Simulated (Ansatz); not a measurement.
TiH2:

```xyz
3
Lattice="-1.5965 1.5965 2.1335 1.5965 -1.5965 2.1335 1.5965 1.5965 -2.1335" Properties=species:S:1:pos:R:3 pbc="T T T"
Ti    0.0000    0.0000    0.0000
H     1.5965    0.0000    1.0668
H     0.0000    1.5965    1.0668
```

Base run:

- Program: Ansatz 0.2.0
- Functional: r2SCAN
- Potentials or basis: Ansatz PAW
- Cutoff: 500 eV
- Density cutoff: 2000 eV
- k mesh: 12 × 12 × 12
- Occupations: fermi-dirac, width 0.05 eV
- Spin: no spin polarisation
- Hubbard terms: Ti d U = 2 eV

Its results: band gap on the k mesh none (metal or under the smearing width); pressure -0.3 GPa.

Q: After a change of settings the same cell gave: band gap on the k mesh none (metal or under the smearing width); pressure -1.7 GPa. Which change was it?
A. hubbard terms from Ti d U = 2 eV to none; hubbard projectors from ortho-atomic (the default) to none
B. hubbard terms from Ti d U = 2 eV to Ti d U = 4 eV
C. hubbard terms from Ti d U = 2 eV to Ti d U = 1 eV

A: C.

Caveats: U without spin polarisation on a metal has little footing; the PAW data sets come from PBE, with cores solved anew for the run's functional, which leaves a small shift of forces and pressure; the U is typed as a test and isn't derived for this compound; the density of states is complete only up to the lowest level of the last band computed.

Not every run made on this cell is shown here.
